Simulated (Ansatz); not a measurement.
A plane-wave DFT run in Ansatz 0.2.0 (scalar-relativistic PAW potentials unless the input names others): input and command.

```yaml
crystal:
  lattice:
    - [3.1457762274, 0.0, 0.0]
    - [-1.5728881137, 2.7243221276, 0.0]
    - [1.0172052637, 0.0, 16.9534210617]
  atoms:
    - { symbol: W, position: [0.3333335402, 0.6666670804, 0.0] }
    - { symbol: S, position: [0.6890771988, 0.3333331264, 0.9075662568] }
    - { symbol: S, position: [0.6442559276, 0.3333331264, 0.0924337432] }
basis:
  ecutwfc: 420
kpoints:
  mp_grid: { grid: [12, 12, 2] }
hamiltonian:
  xc: pbesol
scf:
  occupations: { method: gaussian, width: 0.02 }
  initial_density: { chi_scale: 0.1 }
output:
  forces: true
  eigenvalues: true
  stress: true
relax:
  adjacent_minimum: "off"
  f_tol: 0.008
  max_steps: 40
```

```bash
ansatz run input.yaml --threads 1 --pin off --max-ram 2560MiB --backend cpu --events-out ev --progress --plain --runs-dir out
```

Abridged log:
```
Warning: output.stress: scf.convergence.dr2_threshold = 6.4e-8 eV (the default of a walk held to its f_tol) is looser than the 3e-10 eV advised for a printed stress (1e-10 eV for each atom of the cell: 3). ...
Pseudopotentials: kind: paw
Pseudopotential: W, paw, valence charge 14, recommended cutoff 420 eV (normal)
Pseudopotential: S, paw, valence charge 6, recommended cutoff 420 eV (normal)
Functional definition: PBEsol
Crystal: 3 atoms, lattice volume = 145.293 Å³
Basis set: ecut = 420 eV, 2815 PW (Γ), exchange–correlation on 48×48×240 points (8 copies of the dense FFT grid, shifted against one another)
Bands: 17, of which v1, the nominal top of the filled ones, is band 13 counted from 1 (12 counted from 0)
Symmetry: 2 space group operations
Space group: C2 (ITA 5), of the structure as read, at distance tolerance 5.3e-5 Å
k-points: 86 of 288 (time reversal used)
Initial density: superposition of atomic densities (chi_scale 0.1, normalization cell, long waves kept (reshape's long-wave potential 0.15 eV rms))
Initial wavefunctions: pseudopotential atomic-orbital guess
Functional: x = pbesol(κ = 0.804, μ = 0.12345679), c = pbesol(β = 0.046)
SCF iter   1: F=—  HF=-12029.549946 eV  |F-HF|=—  |Δ(HF+E_count)|=         —  Δρ=2.50e-2  dr2=1.80e0  ethr=3.10e-3  ⟨swp⟩=9.9  Hψ=10971  notcnv=0
SCF iter   2: F=—  HF=-12029.421562 eV  |F-HF|=—  |Δ(HF+E_count)|=   1.28e-1  Δρ=2.09e-2  dr2=2.23e0  ethr=3.10e-3  ⟨swp⟩=4.2  Hψ=3751  notcnv=0
SCF iter   3: F=—  HF=-12029.116500 eV  |F-HF|=—  |Δ(HF+E_count)|=   3.05e-1  Δρ=1.13e-2  dr2=4.10e-1  ethr=3.10e-3  ⟨swp⟩=3.5  Hψ=3167  notcnv=0
SCF iter   4: F=—  HF=-12029.053861 eV  |F-HF|=—  |Δ(HF+E_count)|=   6.26e-2  Δρ=5.24e-3  dr2=3.57e-2  ethr=1.58e-3  ⟨swp⟩=2.1  Hψ=2176  notcnv=0
SCF iter   5: F=—  HF=-12029.048969 eV  |F-HF|=—  |Δ(HF+E_count)|=   4.89e-3  Δρ=6.89e-4  dr2=4.26e-4  ethr=1.37e-4  ⟨swp⟩=2.1  Hψ=2490  notcnv=0
SCF iter   6: F=—  HF=-12029.048944 eV  |F-HF|=—  |Δ(HF+E_count)|=   2.42e-5  Δρ=1.51e-4  dr2=2.10e-5  ethr=1.64e-6  ⟨swp⟩=3.3  Hψ=3145  notcnv=0
SCF iter   7: F=—  HF=-12029.048948 eV  |F-HF|=—  |Δ(HF+E_count)|=   4.09e-6  Δρ=4.24e-5  dr2=3.69e-6  ethr=8.09e-8  ⟨swp⟩=1.9  Hψ=2208  notcnv=0
SCF iter   8: F=-12029.048948 eV  HF=-12029.048948 eV  |F-HF|=5.48e-9  |Δ(HF+E_count)|=   2.47e-8  Δρ=4.52e-6  dr2=1.21e-8  ethr=6.15e-9  ⟨swp⟩=8.2  Hψ=7925  notcnv=0
SCF 1 converged in 8 iterations: F = -12029.048948 eV  dr2 = 1.21e-8
relax step   1: F+E_penalty+E_count = -12029.04894847 eV  Δ(F+E_penalty+E_count) = +0.000e0 eV  max|allowed force component| = 2.416e-1 eV/Å  Δτ_max = 0.0000 Å  (8 SCF iters, dr2 threshold 1.60e-6 eV, accepted)
Initial density: handed on by an earlier stage of this run
Initial wavefunctions: those handed on with the density
   ...
SCF iter   1: F=—  HF=-12029.054600 eV  |F-HF|=—  |Δ(HF+E_count)|=         —  Δρ=8.26e-6  dr2=1.24e-7  ethr=4.79e-10  ⟨swp⟩=1.0  Hψ=4988  notcnv=0
SCF iter   2: F=—  HF=-12029.054618 eV  |F-HF|=—  |Δ(HF+E_count)|=   1.83e-5  Δρ=8.80e-6  dr2=3.81e-7  ethr=4.76e-10  ⟨swp⟩=2.9  Hψ=2937  notcnv=0
SCF iter   3: F=-12029.054618 eV  HF=-12029.054618 eV  |F-HF|=5.13e-9  |Δ(HF+E_count)|=   5.83e-8  Δρ=3.15e-6  dr2=1.03e-8  ethr=2.46e-10  ⟨swp⟩=4.3  Hψ=6552  notcnv=0
SCF 3 converged in 3 iterations: F = -12029.054618 eV  dr2 = 1.03e-8
relax step   3: F+E_penalty+E_count = -12029.05461799 eV  Δ(F+E_penalty+E_count) = -7.326e-8 eV  max|allowed force component| = 1.194e-2 eV/Å  Δτ_max = 0.0000 Å  (3 SCF iters, accepted)
SCF iter   1: F=—  HF=-12029.054616 eV  |F-HF|=—  |Δ(HF+E_count)|=         —  Δρ=6.02e-5  dr2=4.15e-6  ethr=1.37e-7  ⟨swp⟩=3.4  Hψ=4649  notcnv=0
SCF iter   2: F=—  HF=-12029.054633 eV  |F-HF|=—  |Δ(HF+E_count)|=   1.70e-5  Δρ=2.98e-5  dr2=2.43e-6  ethr=1.60e-8  ⟨swp⟩=2.7  Hψ=3028  notcnv=0
SCF iter   3: F=—  HF=-12029.054633 eV  |F-HF|=—  |Δ(HF+E_count)|=   2.61e-7  Δρ=3.05e-5  dr2=4.28e-6  ethr=9.34e-9  ⟨swp⟩=2.2  Hψ=2307  notcnv=0
SCF iter   4: F=-12029.054633 eV  HF=-12029.054633 eV  |F-HF|=4.86e-9  |Δ(HF+E_count)|=   6.71e-7  Δρ=6.13e-6  dr2=2.26e-8  ethr=2.46e-10  ⟨swp⟩=6.6  Hψ=8668  notcnv=0
SCF iter   5: F=-12029.054633 eV  HF=-12029.054633 eV  |F-HF|=1.24e-10  |Δ(HF+E_count)|=   2.22e-9  Δρ=1.10e-6  dr2=7.09e-10  ethr=8.68e-11  ⟨swp⟩=2.6  Hψ=5222  notcnv=0
SCF 4 converged in 5 iterations: F = -12029.054633 eV  dr2 = 7.09e-10
relax step   4: F+E_penalty+E_count = -12029.05463275 eV  Δ(F+E_penalty+E_count) = -1.476e-5 eV  max|allowed force component| = 5.923e-3 eV/Å  Δτ_max = 0.0013 Å  (5 SCF iters, accepted)
SCF converged after 5 iterations
Free energy (F): -12029.054633 eV
Harris-Foulkes:  -12029.054633 eV  (|F-HF|=1.24e-10)
Internal energy: -12029.054633 eV  (E = F + TS)
E sigma→0 (E₀):  -12029.054633 eV
Fermi energy:    1.354082 eV
--- Forces (eV/Å), atoms counted from 1 ---
  atom   1  W      0.00000000    -0.00004178     0.00000000
  atom   2  S      0.00020163     0.00002023     0.00592296
  atom   3  S     -0.00020163     0.00002023    -0.00592296
--- Stress (GPa, compression-positive) ---
       -0.010470       0.000000      -0.000696
        0.000000      -0.010434       0.000000
       -0.000696       0.000000      -0.020441
  P = ⅓ Tr σ = -0.0138 GPa (-0.138 kbar)
--- Relaxed structure (4 steps of the walk, 4 accepted, 0 SCFs on fresh bases) ---
  F+E_penalty+E_count = -12029.05463275 eV   max|allowed force component| = 5.923e-3 eV/Å
  atoms:
    - { symbol: W, position: [0.33333355, 0.66666710, 0.0] }
    - { symbol: S, position: [0.69654985, 0.33333311, 0.90756484] }
    - { symbol: S, position: [0.63678326, 0.33333311, 0.09243515] }
```

Apart from outputs and empty bands, the input differs from a reference run on usual settings in scf.initial_density.chi_scale: not typed → 0.1. The reference, at the same start, ended its own course with pressure -0.01 GPa, largest force 0.006 eV/Å, gap on the mesh 1.94 eV. This run converged in 22 SCF iterations over all its steps (reference: 20) with an energy at zero smearing within 0.01 meV/atom of the reference's, pressure -0.01 GPa, largest force 0.006 eV/Å, gap on the mesh 1.94 eV.

Time: 24 s on 1 thread of AMD EPYC 9R45 96-Core Processor (Zen 5), on a shared host, peak memory 0.54 GiB.